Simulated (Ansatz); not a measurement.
Crystal: TiO2.

```
Ti O
1.0
     5.58222    0.00000    0.00000
    -2.79111    4.83435    0.00000
     0.00000    0.00000    6.08247
Ti O
3 6
Direct
  0.46694 0.00000 0.33333
  0.00000 0.46694 0.66667
  0.53306 0.53306 0.00000
  0.58107 0.85143 0.12066
  0.72963 0.14857 0.54600
  0.27037 0.41893 0.78733
  0.85143 0.58107 0.87934
  0.14857 0.72963 0.45400
  0.41893 0.27037 0.21267
```

Measurements of this composition are mostly on another form, of space group No. 141.

```yaml
Program: Ansatz 0.2.0
Task: relaxation of cell and atoms
Functional: PBEsol
Dispersion: D3(BJ)
Potentials_or_basis: Ansatz PAW
Cutoff: "420 eV (not typed: the program's choice for these potentials)"
k_mesh: 6 × 6 × 5
Occupations: fermi-dirac, width 0.05 eV
Spin: no spin polarisation
```

At the start: volume 18.24 Å³/atom.

Q: Where does the relaxation end?

A: It ends after 13 steps and the volume is 16.28 Å³/atom (-10.8 %); space group P3_121 (No. 152, to 0.05 Å).

Step by step:
| step | energy change (eV) | largest force (eV/Å) | volume (Å³) |
| --- | --- | --- | --- |
| 1 | 0.0000 | 0.1417 | 164.14 |
| 2 | -0.0347 | 0.0212 | 161.15 |
| 3 | -0.0474 | 0.0477 | 158.86 |
| 4 | -0.0594 | 0.0474 | 156.73 |
| 5 | -0.0789 | 0.0328 | 152.53 |
| 6 | -0.0816 | 0.0021 | 151.77 |
| 7 | -0.0579 | 0.0018 | 151.77 |
| 8 | -0.0727 | 0.0052 | 148.20 |
| 9 | -0.0748 | 0.0019 | 147.51 |
| 10 | -0.0632 | 0.0022 | 147.51 |
| 11 | -0.0670 | 0.0127 | 146.36 |
| 12 | -0.0666 | 0.0005 | 146.49 |
| 13 | -0.0638 | 0.0006 | 146.49 |

Final structure:
```cif
data_structure
_symmetry_space_group_name_H-M 'P 1'
_symmetry_Int_Tables_number 1
_cell_length_a 5.3755
_cell_length_b 5.3755
_cell_length_c 5.8540
_cell_angle_alpha 90.000
_cell_angle_beta 90.000
_cell_angle_gamma 120.000
_cell_volume 146.49
loop_
_atom_site_label
_atom_site_type_symbol
_atom_site_fract_x
_atom_site_fract_y
_atom_site_fract_z
_atom_site_occupancy
Ti1 Ti 0.45106 0.00000 0.33333 1
Ti2 Ti 0.00000 0.45106 0.66667 1
Ti3 Ti 0.54894 0.54894 0.00000 1
O1 O 0.58987 0.88482 0.10039 1
O2 O 0.70505 0.11518 0.56628 1
O3 O 0.29495 0.41013 0.76705 1
O4 O 0.88482 0.58987 0.89961 1
O5 O 0.11518 0.70505 0.43372 1
O6 O 0.41013 0.29495 0.23295 1
```

Caveat: the plane-wave basis is chosen anew once the cell has moved, so the energies of steps on either side of that aren't comparable; the pressure holds a Pulay correction of +0.5 GPa for the finite cutoff; the PAW data sets come from PBE, with cores solved anew for the run's functional, which leaves a small shift of forces and pressure.
